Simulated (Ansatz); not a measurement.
Eigenvalues along a path: NbP (zincblende type)

```yaml
crystal:
  lattice:
    - [0.00000, 2.10858, 2.10858]
    - [2.10858, 0.00000, 2.10858]
    - [2.10858, 2.10858, 0.00000]
  atoms:
    - { symbol: Nb, position: [0.00000, 0.00000, 0.00000] }
    - { symbol: P, position: [0.25000, 0.25000, 0.25000] }
```

The cell comes from a relaxation on PAW files under the same functional, begun from a prototype that needn't be the stable phase.

Computed with Ansatz 0.2.0; functional PBE, scalar-relativistic. Settings: a Γ-centred 12×12×12 k mesh, Fermi–Dirac smearing of 0.08 eV, no spin polarisation. Methods: LAPW: all electrons, basis error target 1 meV/atom.

This run: volume at 0.43 of the series' base cell.

The structure type is held throughout; the real material can change phase at far lower pressure.

Path points, in fractions of the reciprocal vectors: Γ (0.000, 0.000, 0.000), X (-0.500, -0.500, 0.000), U (-0.375, -0.375, 0.250), K (-0.375, 0.000, 0.375), L (0.000, 0.000, 0.500), W (-0.500, -0.250, 0.250). The distance column jumps between branches of the path. Levels in eV from the Fermi level; bands 18 to 25, counted from the lowest band of the run. The gap is zero, the pressure 419.8 GPa.

```
# k(1/Å) point b18 b19 b20 b21 b22 b23 b24 b25
0.000 Γ -13.52 -6.76 -6.76 -6.76 -1.11 -1.11 6.86 8.39
0.186 - -13.31 -6.91 -6.62 -6.62 -1.45 -1.01 7.18 8.51
0.372 - -12.73 -7.31 -6.20 -6.20 -2.29 -0.71 8.06 8.82
0.559 - -11.92 -7.85 -5.53 -5.53 -3.22 -0.22 9.08 9.08
0.745 - -11.10 -8.43 -4.61 -4.61 -3.81 0.44 8.72 8.72
0.931 - -10.56 -8.99 -3.73 -3.48 -3.48 1.23 7.44 7.44
1.117 - -10.36 -9.48 -2.95 -2.18 -2.18 2.05 5.69 5.69
1.304 - -10.33 -9.84 -1.92 -0.85 -0.85 2.74 3.99 3.99
1.490 X -10.33 -9.98 -1.41 -0.09 -0.09 3.03 3.09 3.09
1.556 - -10.32 -9.95 -1.54 -0.14 0.01 2.56 3.04 3.60
1.622 - -10.27 -9.87 -1.84 -0.30 0.19 2.11 2.94 4.18
1.687 - -10.21 -9.73 -2.19 -0.55 0.29 1.70 2.91 4.80
1.753 - -10.15 -9.54 -2.56 -0.86 0.25 1.32 3.03 5.44
1.819 - -10.07 -9.28 -2.91 -1.21 0.06 0.97 3.31 6.09
1.885 - -10.00 -9.00 -3.25 -1.59 -0.21 0.62 3.71 6.76
1.951 - -9.92 -8.69 -3.56 -1.97 -0.48 0.28 4.17 7.44
2.017 U -9.85 -8.37 -3.86 -2.35 -0.69 -0.06 4.67 8.13
2.929 K -9.85 -8.37 -3.86 -2.35 -0.69 -0.06 4.67 8.13
3.127 - -9.72 -7.58 -4.75 -3.37 -1.06 -0.56 5.97 8.44
3.324 - -9.84 -7.00 -5.71 -4.21 -1.92 0.88 5.30 8.72
3.522 - -10.27 -6.69 -6.32 -4.89 -2.50 2.06 4.27 8.90
3.719 - -10.96 -7.09 -5.98 -5.48 -2.67 0.59 6.17 8.41
3.917 - -11.82 -7.20 -6.00 -5.92 -2.44 -0.60 7.40 8.27
4.114 - -12.66 -7.07 -6.41 -6.23 -1.93 -1.06 7.73 8.02
4.312 - -13.28 -6.86 -6.67 -6.61 -1.37 -1.12 7.20 8.21
4.509 Γ -13.52 -6.76 -6.76 -6.76 -1.11 -1.11 6.86 8.39
4.671 - -13.36 -6.81 -6.69 -6.69 -1.20 -1.20 7.09 8.18
4.832 - -12.93 -6.92 -6.49 -6.49 -1.40 -1.40 7.25 8.14
4.993 - -12.35 -6.95 -6.24 -6.24 -1.52 -1.52 6.57 9.12
5.154 - -11.78 -6.76 -6.05 -6.05 -1.38 -1.38 5.83 10.04
5.316 - -11.39 -6.23 -5.98 -5.98 -0.86 -0.86 5.18 9.56
5.477 - -11.20 -6.01 -6.01 -5.44 -0.04 -0.04 4.72 8.08
5.638 - -11.15 -6.06 -6.06 -4.70 0.86 0.86 4.46 6.80
5.800 L -11.14 -6.08 -6.08 -4.38 1.30 1.30 4.39 6.29
5.931 - -11.04 -6.18 -5.98 -4.47 1.20 1.38 4.06 6.43
6.063 - -10.78 -6.45 -5.69 -4.67 0.84 1.58 3.57 6.96
6.195 - -10.40 -6.81 -5.39 -4.71 0.18 1.79 3.35 7.71
6.326 - -10.00 -7.19 -5.46 -4.10 -0.64 1.95 3.38 8.40
6.458 - -9.64 -7.54 -5.52 -3.26 -1.37 2.01 3.56 8.56
6.590 - -9.38 -7.82 -5.39 -3.05 -1.22 1.93 3.83 7.56
6.721 - -9.24 -8.02 -5.06 -3.62 -0.13 1.63 4.23 6.17
6.853 W -9.19 -8.09 -4.77 -4.04 0.86 1.03 4.75 5.20
6.946 - -9.25 -8.21 -4.66 -3.84 0.86 1.02 4.74 5.13
7.039 - -9.41 -8.51 -4.36 -3.34 0.89 0.97 4.70 4.91
7.133 - -9.62 -8.88 -3.91 -2.64 0.89 0.94 4.58 4.64
7.226 - -9.84 -9.24 -3.36 -1.85 0.77 1.04 4.18 4.55
7.319 - -10.04 -9.55 -2.77 -1.09 0.60 1.24 3.77 4.40
7.412 - -10.20 -9.78 -2.17 -0.50 0.35 1.65 3.41 4.15
7.505 - -10.30 -9.93 -1.66 -0.18 0.07 2.30 3.17 3.71
7.598 X -10.33 -9.98 -1.41 -0.09 -0.09 3.03 3.09 3.09
```
